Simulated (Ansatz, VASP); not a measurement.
**HfSi (wurtzite type (invented)): VASP beside Ansatz**

One calculation is typed for both programs; each brings its own data sets. How far apart do they land? The cell is generated by rule, not measured, and may not be a known phase. Of the first pair: The two relaxations start from unlike cells of this crystal (the structure described is Ansatz's start), so only their ends are compared.

Program: Ansatz 0.2.0. Level of theory: plane waves, with VASP 6.6.1 beside it; relaxation of cell and atoms at PBE. Results are calculated unless marked as measured.

### Step 1. Starting point

The structure is hexagonal, space group P6_3mc (No. 186). Conventional cell: a = 4.719 Å, b = 4.719 Å, c = 7.707 Å, α = 90.00°, β = 90.00°, γ = 120.00°. Hf has 4 Si at 2.89 Å nearest. Nearest to Si lie 4 Hf at 2.89 Å. Farther neighbours are not listed.

As a file:

```xyz
4
Lattice="4.7194 0.0000 0.0000 -2.3597 4.0871 0.0000 0.0000 0.0000 7.7067" Properties=species:S:1:pos:R:3 pbc="T T T"
Hf    0.0000    2.7247    0.0000
Hf    2.3597    1.3624    3.8533
Si    0.0000    2.7247    2.8900
Si    2.3597    1.3624    6.7434
```

### Step 2. VASP: relaxation of cell and atoms, PBE, pair 1

The relaxed volume is the usual yardstick between codes: in a stiff, nearly cubic crystal its relative difference is about their pressure difference at one cell divided by the bulk modulus.

Lines of VASP's logs that name or quote its potential files are left out, and so is its time.

INCAR

```
SYSTEM = HfSi
PREC = Accurate
ENCUT = 500
EDIFF = 1E-07
NELM = 120
ISMEAR = 0
SIGMA = 0.1
LREAL = .FALSE.
ALGO = Normal
GGA = PE
NBANDS = 20
LASPH = .TRUE.
LORBIT = 11
LWAVE = .FALSE.
LCHARG = .FALSE.
ISIF = 3
IBRION = 2
NSW = 80
EDIFFG = -0.005
GGA_COMPAT = .FALSE.
NELMIN = 4
KPAR = 2
```

POSCAR

```
HfSi
1.0
    4.5921527733     -0.0000000299      0.0000000000
   -2.2960759260      3.9769204638      0.0000000000
    0.0000000000      0.0000000000      5.2546513163
Hf Si
2 2
Direct
    0.3333333443      0.6666668298      0.9375543731
    0.6666665662      0.3333334149      0.4375543731
    0.3333333443      0.6666668298      0.4374456918
    0.6666665662      0.3333334149      0.9374455620
```

KPOINTS

```
Automatic mesh
0
Gamma
6 6 4
0 0 0
```

Potentials, in the order of the species: Hf_pv and Si (PBE family, release 64).

Command:

```
> mpirun -np 2 vasp_std
```

Numbers of over 12 decimals in the logs are rounded to 6 here.

Output:

```text
[banner, memory and clock lines left out]
running    2 mpi-ranks, on    1 nodes
 distrk:  each k-point on    1 cores,    2 groups
 distr:  one band on    1 cores,    1 groups

 POSCAR found type information on POSCAR HfSi
 POSCAR found :  2 types and       4 ions
 LDA part: xc-table for (Slater+PW92), standard interpolation
 POSCAR, INCAR and KPOINTS ok, starting setup
 FFT: planning ... GRIDC
 FFT: planning ... GRID_SOFT
 FFT: planning ... GRID
 WAVECAR not read
 entering main loop
       N       E                     dE             d eps       ncg     rms          rms(c)
DAV:   1     0.868100640848E+02    0.86810E+02   -0.13962E+04   864   0.119E+03
DAV:   2    -0.282458714554E+02   -0.11506E+03   -0.11092E+03  1040   0.262E+02
DAV:   3    -0.337758422929E+02   -0.55300E+01   -0.54512E+01  1136   0.393E+01
DAV:   4    -0.338641077290E+02   -0.88265E-01   -0.88096E-01  1164   0.584E+00
DAV:   5    -0.338652487126E+02   -0.11410E-02   -0.11406E-02  1096   0.658E-01    0.602E+01
DAV:   6    -0.314807640232E+02    0.23845E+01   -0.65823E+00   968   0.104E+01    0.378E+01
DAV:   7    -0.313999196558E+02    0.80844E-01   -0.30014E+00  1108   0.759E+00    0.516E+00
DAV:   8    -0.312934909672E+02    0.10643E+00   -0.86738E-01   920   0.377E+00    0.676E-01
DAV:   9    -0.312916375582E+02    0.18534E-02   -0.32021E-02  1008   0.944E-01    0.278E-01
DAV:  10    -0.312918326460E+02   -0.19509E-03   -0.13376E-03  1108   0.183E-01    0.254E-01
DAV:  11    -0.312918001205E+02    0.32526E-04   -0.47539E-04  1024   0.932E-02    0.480E-02
DAV:  12    -0.312918040521E+02   -0.39316E-05   -0.15676E-05  1008   0.227E-02    0.162E-02
DAV:  13    -0.312918069816E+02   -0.29295E-05   -0.34398E-06   996   0.911E-03    0.765E-03
DAV:  14    -0.312918071654E+02   -0.18382E-06   -0.40677E-07  1048   0.287E-03    0.714E-04
DAV:  15    -0.312918071751E+02   -0.96650E-08   -0.64908E-08   656   0.126E-03
   1 F= -.31291807E+02 E0= -.31288078E+02  d E =-.312918E+02
 curvature:   0.00 expect dE= 0.000E+00 dE for cont linesearch  0.000E+00
 trial: gam= 0.00000 g(F)=  0.448E-05 g(S)=  0.162E-04 ort = 0.000E+00 (trialstep = 0.100E+01)
 search vector abs. value=  0.207E-04
 bond charge predicted
       N       E                     dE             d eps       ncg     rms          rms(c)
DAV:   1    -0.312918631299E+02   -0.55964E-04   -0.18826E-03   852   0.296E-01    0.116E-01
DAV:   2    -0.312918253560E+02    0.37774E-04   -0.12005E-04   864   0.684E-02    0.258E-02
DAV:   3    -0.312918137778E+02    0.11578E-04   -0.29998E-05   932   0.300E-02    0.133E-02
DAV:   4    -0.312918118915E+02    0.18863E-05   -0.38118E-06  1140   0.119E-02    0.119E-02
DAV:   5    -0.312918121390E+02   -0.24746E-06   -0.76033E-07   968   0.443E-03    0.587E-03
DAV:   6    -0.312918124044E+02   -0.26546E-06   -0.86704E-08   536   0.142E-03    0.216E-03
DAV:   7    -0.312918125246E+02   -0.12013E-06   -0.17597E-08   464   0.758E-04    0.209E-04
DAV:   8    -0.312918125082E+02    0.16383E-07   -0.36220E-09   456   0.319E-04
   2 F= -.31291813E+02 E0= -.31288080E+02  d E =-.533309E-05
 trial-energy change:   -0.000005  1 .order   -0.000004   -0.000021    0.000014
 step:   0.6724(harm=  0.6030)  dis= 0.00016  next Energy=   -31.291815 (dE=-0.750E-05)
 bond charge predicted
       N       E                     dE             d eps       ncg     rms          rms(c)
DAV:   1    -0.312918208771E+02   -0.83526E-05   -0.20195E-04   848   0.971E-02    0.378E-02
DAV:   2    -0.312918166871E+02    0.41900E-05   -0.12919E-05   864   0.224E-02    0.847E-03
DAV:   3    -0.312918153185E+02    0.13685E-05   -0.32052E-06   944   0.981E-03    0.429E-03
DAV:   4    -0.312918149207E+02    0.39780E-06   -0.37848E-07   908   0.393E-03    0.360E-03
DAV:   5    -0.312918147028E+02    0.21795E-06   -0.13087E-07   488   0.242E-03    0.186E-03
DAV:   6    -0.312918146231E+02    0.79636E-07   -0.20219E-08   456   0.923E-04
   3 F= -.31291815E+02 E0= -.31288083E+02  d E =-.744804E-05
 curvature:  -0.29 expect dE=-0.801E-06 dE for cont linesearch -0.754E-07
 trial: gam= 0.00000 g(F)=  0.918E-06 g(S)=  0.182E-05 ort =-0.231E-05 (trialstep = 0.934E+00)
 search vector abs. value=  0.274E-05
 reached required accuracy - stopping structural energy minimisation
```

Parts of OUTCAR (step 2):

```text
ion  position               nearest neighbor table
   1  0.333  0.667  0.938-   3 2.63   3 2.63   4 2.65   4 2.65   4 2.65   2 3.73   2 3.73   2 3.73
                             2 3.73   2 3.73   2 3.73
   2  0.667  0.333  0.438-   4 2.63   4 2.63   3 2.65   3 2.65   3 2.65   1 3.73   1 3.73   1 3.73
                             1 3.73   1 3.73   1 3.73
   3  0.333  0.667  0.437-   1 2.63   1 2.63   2 2.65   2 2.65   2 2.65
   4  0.667  0.333  0.937-   2 2.63   2 2.63   1 2.65   1 2.65   1 2.65

  LATTYP: Found a hexagonal cell.
 ALAT       =     4.5921527733
 C/A-ratio  =     1.1442675311

 Subroutine GETGRP returns: Found 12 space group operations
 (whereof  6 operations were pure point group operations)

The static configuration has the point symmetry C_3v.
 The point group associated with its full space group is C_6v.

 Found     21 irreducible k-points:

   k-points           NKPTS =     21   k-points in BZ     NKDIM =     21   number of bands    NBANDS=     20

   dimension x,y,z NGX =    36 NGY =   36 NGZ =   40
   dimension x,y,z NGXF=    72 NGYF=   72 NGZF=   80

   ENCUT  =  500.0 eV  36.75 Ry    6.06 a.u.   8.37  8.37  9.58*2*pi/ulx,y,z

   NELECT =      28.0000    total number of electrons

 k-points in reciprocal lattice and weights: Automatic mesh
   0.00000000  0.00000000  0.00000000       0.007
   0.16666667  0.00000000  0.00000000       0.042
   0.33333333  0.00000000  0.00000000       0.042
   0.50000000  0.00000000  0.00000000       0.021
   0.16666667  0.16666667  0.00000000       0.042
   0.33333333  0.16666667  0.00000000       0.083
   0.33333333  0.33333333  0.00000000       0.014
   0.00000000  0.00000000  0.25000000       0.014
   0.16666667  0.00000000  0.25000000       0.083
[...]
0.33333333  0.16666667  0.50000000       0.083
   0.33333333  0.33333333  0.50000000       0.014

 average (electrostatic) potential at core
       1 -38.5918       2 -38.5918       3 -84.1720       4 -84.1720

 E-fermi :   3.6657

 k-point     1 :       0.0000    0.0000    0.0000
  band No.  band energies     occupation
    ...
      9       1.9654      2.00000
     10       2.0509      2.00000
     11       2.0509      2.00000
     12       2.3890      2.00000
     13       2.3890      2.00000
     14       4.1577      0.00000
     15       4.1577      0.00000
     16       5.0581      0.00000
     17       6.5018      0.00000
     18       6.6185      0.00000
    ...

 k-point     2 :       0.1667    0.0000    0.0000
  band No.  band energies     occupation
    ...
      9       1.6925      2.00000
     10       1.9981      2.00000
     11       2.1159      2.00000
     12       2.1748      2.00000
     13       2.7340      2.00000
     14       3.7351      0.32592
     15       3.9696      0.00002
     16       5.4246      0.00000
     17       6.6943      0.00000
     18       6.8497      0.00000
    ...

 k-point     3 :       0.3333    0.0000    0.0000
  band No.  band energies     occupation
    ...
     11       2.1992      2.00000
     12       2.3458      2.00000
     13       3.0324      2.00000
     14       3.5823      1.76146
     15       3.6681      0.97235
     16       5.3195      0.00000
     17       6.3193      0.00000
     18       6.8476      0.00000
     19       7.0739      0.00000
     20       7.1815      0.00000

  Total        0.0032443      0.0032443      0.0114051      0.0000000     -0.0000000      0.0000000
  in kB        0.0541940      0.0541940      0.1905137      0.0000000     -0.0000000      0.0000000
  external PRESSURE =       0.0996339 kB  Pullay stress =       0.0000000 kB

  energy-cutoff  :      500.00
  volume of cell :       95.91
      direct lattice vectors                 reciprocal lattice vectors
     4.591325958 -0.000000030  0.000000000     0.217802006  0.125748037 -0.000000000
    -2.295662518  3.976204421 -0.000000000     0.000000002  0.251496125 -0.000000000
     0.000000000  0.000000000  5.253845685     0.000000000  0.000000000  0.190336767

 POSITION                                       TOTAL-FORCE (eV/Angst)
 -----------------------------------------------------------------------------------
     -0.00000      2.65080      4.92561        -0.000000     -0.000000     -0.002181
      2.29566      1.32540      2.29869         0.000000      0.000000     -0.002181
     -0.00000      2.65080      2.29843         0.000000     -0.000000      0.002181
      2.29566      1.32540      4.92535        -0.000000      0.000000      0.002181
 -----------------------------------------------------------------------------------
    total drift:                                0.000353     -0.000334      0.000011

  FREE ENERGIE OF THE ION-ELECTRON SYSTEM (eV)
  ---------------------------------------------------
  free  energy   TOTEN  =       -31.2918146231 eV

  energy  without entropy=      -31.2843510042  energy(sigma->0) =      -31.28808281

 reached required accuracy - stopping structural energy minimisation

 total charge
# of ion       s       p       d       tot
------------------------------------------
    1        0.316   6.381   1.567   8.264
    2        0.316   6.381   1.567   8.264
    3        0.790   0.990   0.000   1.780
    4        0.790   0.990   0.000   1.780
--------------------------------------------------
tot          2.212  14.741   3.135  20.088

[... 3 further parts left out ...]
```

CONTCAR:

```
HfSi
   1.00000000000000
     4.5913259576736278   -0.0000000299850037    0.0000000000000000
    -2.2956625183480317    3.9762044207817735   -0.0000000000000000
     0.0000000000000000    0.0000000000000000    5.2538456845625197
  Hf              Si
     2     2
Direct
     0.3333333443000015    0.6666668298000005    0.9375246423632786
     0.6666665662000000    0.3333334148999967    0.4375246423632786
     0.3333333443000015    0.6666668298000005    0.4374754225367214
     0.6666665662000000    0.3333334148999967    0.9374752927367214
```

Harder data sets than Hf_pv exist (the GW ones), and pressures, volumes and forces can shift noticeably with them.

### Step 3. Ansatz: relaxation of cell and atoms, PBE, pair 1

Ansatz runs on its default PAW (the set named soft_2) files.

Its own start cell and the same functional, mesh and smearing now go to Ansatz, which takes its cutoff from its data sets.

input.yaml

```yaml
crystal:
  lattice:
    - [4.719353, 0.0, 0.0]
    - [-2.359676, 4.087079, 0.0]
    - [0.0, 0.0, 7.7067]
  atoms:
    - { symbol: Hf, position: [0.333333, 0.666667, 0.0] }
    - { symbol: Hf, position: [0.666667, 0.333333, 0.5] }
    - { symbol: Si, position: [0.333333, 0.666667, 0.375] }
    - { symbol: Si, position: [0.666667, 0.333333, 0.875] }
kpoints:
  mp_grid: { grid: [6, 6, 4] }
hamiltonian:
  xc: pbe
scf:
  occupations: { method: gaussian, width: 0.1 }
output:
  forces: true
  stress: true
  eigenvalues: true
relax:
  adjacent_minimum: "off"
  f_tol: 0.05
  max_steps: 80
  cell: { stress_tol: 0.5 }
```

Command:

```
> ansatz run input.yaml --threads 2 --pin off --max-ram 5120MiB --backend cpu --events-out ev --progress --plain --runs-dir out
```

Output:

```text
Warning: the atoms were moved onto the symmetric positions of the space group found under crystal.symmetry.tolerance 1.0e-5 (fractional; no operation is sought that the atoms, as they stand in a round, miss by more than twice it, and no atom is moved by as much as it), and the run uses the moved positions. Before a round's move an operation carried an atom to 4.72e-6 Å from where it should land, the largest such dist [...]
The last accepted step is kept in <dir> (removed where the run ends without a failure and the disk answers)
Engine: ansatz 0.2.0, x86_64-unknown-linux-gnu
Pseudopotentials: kind: paw
Pseudopotential: Hf, paw, valence charge 26, recommended cutoff 420 eV (normal), Hf.paw.azcp
Pseudopotential: Si, paw, valence charge 4, recommended cutoff 420 eV (normal), Si.paw.azcp
Functional definition: PBE
  parameter kappa = 0.804
  parameter beta = 0.066725
  exchange = pbe_x(kappa = kappa, mu = beta*pi^2/3)
  correlation = pbe_c(beta = beta)
Crystal: 4 atoms, lattice volume = 148.650 Å³
Basis set: ecut = 420 eV, 2875 PW (Γ), exchange–correlation on 64×64×108 points (8 copies of the dense FFT grid, shifted against one another)
Bands: 36, of which v1, the nominal top of the filled ones, is band 30 counted from 1 (29 counted from 0)
Symmetry: 12 space group operations
Space group: P63mc (ITA 186), of the structure as read, at distance tolerance 5.3e-5 Å
k-points: 21 of 144 (time reversal used)
Non-local potential: Hf, projectors of the file, l = 0: 3, l = 1: 2, l = 2: 2, l = 3: 3
Non-local potential: Si, projectors of the file, l = 0: 2, l = 1: 2, l = 2: 2
PAW form: soft (Blöchl's): semilocal exchange-correlation on the pseudo side does not see the compensation charge
PAW one-centre angular grid: Hf, 590 points (default); XC on 64 Gauss nodes
PAW one-centre angular grid: Si, 110 points (default); XC on 64 Gauss nodes
Initial density: superposition of atomic densities (neutral atoms: chi_scale 0, normalization atom), corrected by the library's trained network
Initial wavefunctions: pseudopotential atomic-orbital guess
Functional: x = pbe(κ = 0.804, μ = 0.219515), c = pbe(β = 0.066725)
[...]
relax step   8: F+E_penalty+E_count = -32714.75889662 eV  Δ(F+E_penalty+E_count) = -3.550e-2 eV  max|allowed force component| = 9.998e-1 eV/Å  Δτ_max = 0.1499 Å  P = +4.412 GPa  Ω = 93.027 Å³  energy of the carried Pulay correction = +7.066e-3 eV  (7 SCF iters, dr2 threshold 4.00e-7 eV, accepted)
[...]
relax step   9: F+E_penalty+E_count = -32714.94615567 eV  Δ(F+E_penalty+E_count) = -1.873e-1 eV  max|allowed force component| = 1.667e-2 eV/Å  Δτ_max = 0.0543 Å  P = -0.176 GPa  Ω = 96.200 Å³  energy of the carried Pulay correction = +6.577e-3 eV  (6 SCF iters, dr2 threshold 4.00e-7 eV, accepted)
[...]
relax step  10: F+E_penalty+E_count = -32714.94647735 eV  Δ(F+E_penalty+E_count) = -3.217e-4 eV  max|allowed force component| = 1.635e-3 eV/Å  Δτ_max = 0.0013 Å  P = +0.008 GPa  Ω = 96.038 Å³  energy of the carried Pulay correction = +6.602e-3 eV  (4 SCF iters, dr2 threshold 4.00e-7 eV, accepted)
[...]
relax step  11: F+E_penalty+E_count = -32714.94421869 eV  Δ(F+E_penalty+E_count) = +2.259e-3 eV  max|allowed force component| = 1.659e-3 eV/Å  Δτ_max = 0.0000 Å  P = -0.006 GPa  Ω = 96.038 Å³  stress off target by 1.70e-2 GPa  SCF on the basis re-selected at this cell (its energy is not comparable with the rows above)  (5 SCF iters)
basis re-selected at this cell: Δ(F+E_penalty+E_count) = +2.259e-3 eV, ΔP = -0.014 GPa vs the last step (what re-selecting the basis moved, of the pressure what is left beyond the Pulay correction that the steps carried, after the strain that the cell walked since its last selection, with what the two solves' SCF thresholds leave and, on support functions, any second-order correction that the steps lacked; it is no measure of the basis error at this ecutwfc). The dense FFT grid was sized anew with the basis: this SCF ran on 32×32×36 points, the steps before it on 32×32×54, so part of this shift can come from that change (see relax.cell in the input reference). [rest of the remark cut]
SCF converged after 5 iterations
Free energy (F): -32714.944219 eV
Harris-Foulkes:  -32714.944219 eV  (|F-HF|=3.64e-12)
Internal energy: -32714.936659 eV  (E = F + TS)
E sigma→0 (E₀):  -32714.940439 eV
Entropy (-TS):   -0.007560 eV (-1.890 meV/atom)
Fermi energy:    10.814721 eV
--- Per-component energies (eV) ---
  E_band       = -340.904710
  E_kinetic    = 923.147042
  E_local      = -13668.209704  (includes V_loc(G=0)·N_el)
  E_nonlocal   = -2435.428529
  E_hartree    = 6308.910230
  E_xc         = -708.460075
  E_vxc        = -623.175135  (∫ρ·V_xc dr)
  E_paw        = -14879.015105  (= ΣΔE_a)
  E_vpaw       = 2844.942044  (= ΣTr[D̂ρ^β])
  E_aug_tail   = 0.000011  (compensation charges beyond the density's cutoff)
  E_ewald      = -8255.880529
  E_smearing   = -0.007560  (= −TS)
  E_closure    = -0.000000  (closes the sum)
  Σ components = -32714.944219   (vs F -32714.944219, Δ=0.00e0)
--- Forces (eV/Å), atoms counted from 1 ---
  atom   1  Hf     0.00000000     0.00000000    -0.00165862
  atom   2  Hf    -0.00000000    -0.00000000    -0.00165862
  atom   3  Si     0.00000000     0.00000000     0.00165888
  atom   4  Si    -0.00000000    -0.00000000     0.00165888
  max |Σ_I F_I| component: 5.25e-7 eV/Å
--- Stress (GPa, compression-positive) ---
       -0.017041       0.000000       0.000000
        0.000000      -0.017041       0.000000
        0.000000       0.000000       0.017011
  P = ⅓ Tr σ = -0.0057 GPa (-0.057 kbar)
--- Band table (eV; the first three rows and the last of 21) ---
  k-point 0: bands = [... 26 lower, 9.1970, 9.5430, 9.5430, 11.3053, 11.3053, 12.2017, 13.6537, 13.7823, ... 2 higher]
  k-point 1: bands = [... 26 lower, 9.0619, 9.2022, 9.2022, 10.6697, 12.1531, 12.1531, 13.8944, 14.3681, ... 2 higher]
  k-point 2: bands = [... 26 lower, 8.9570, 8.9570, 8.9570, 8.9570, 13.6938, 13.6938, 13.6938, 13.6938, ... 2 higher]
  k-point 20: bands = [... 26 lower, 8.9873, 8.9873, 10.0475, 10.0475, 11.7641, 11.7641, 14.0381, 14.0381, ... 2 higher]
--- Relaxed structure (10 steps of the walk, 10 accepted, 1 SCFs on fresh bases) ---
  F+E_penalty+E_count = -32714.94421869 eV   max|allowed force component| = 1.659e-3 eV/Å   (the final SCF, on the basis selected at the relaxed cell)
  cell:  # Å, volume = 96.0377 Å³
    - [4.594378, -2.810306363110977e-7, 0]
    - [-2.297189, 3.978848, 2.6074983364799704e-17]
    - [0, 4.9167645832042484e-17, 5.253607]
  atoms:
    - { symbol: Hf, position: [0.333333, 0.666667, -0.062481] }
    - { symbol: Hf, position: [0.666667, 0.333333, 0.437519] }
    - { symbol: Si, position: [0.333333, 0.666667, 0.437481] }
    - { symbol: Si, position: [0.666667, 0.333333, 0.937481] }
```

In the SCF lines HF is the Harris–Foulkes energy and dr2 the Hartree energy of the density residual, in eV; the loop may stop once dr2 is under the threshold and the program's other checks hold. Hψ counts applications of the Hamiltonian.

### Step 4. Differences

Known differences besides the potentials themselves: the data sets hold 60 valence electrons in Ansatz (on its default PAW (the set named soft_2) files) and 28 in VASP; the cutoff is 420 eV in Ansatz and 500 eV in VASP; Ansatz adds a Pulay correction to the stress that steers its cell, VASP none. Total energies have different zeros and are not compared.

Compared:

| quantity | Ansatz | VASP | difference |
| --- | --- | --- | --- |
| volume (Å³) | 96.04 | 95.91 | +0.13 % |
| edge a after relaxation, in the typed setting (Å) | 4.594 | 4.591 | +0.07 % |
| edge c after relaxation, in the typed setting (Å) | 5.254 | 5.254 | +0.00 % |

(Part 1 of 2 ends here.)

[Lines on the potential files, build, host, timing and source positions are cut from VASP's logs without a mark.]

[Logs are printed without paths, hosts, clocks, repeated set-up lines and the standing remarks that a program may print on its own settings, such as how far it seeks lower states.]

[Hosts, paths, dates, database ids (printed as entryN), source tags and the programs' standing remarks are cut or masked in the printed files.]
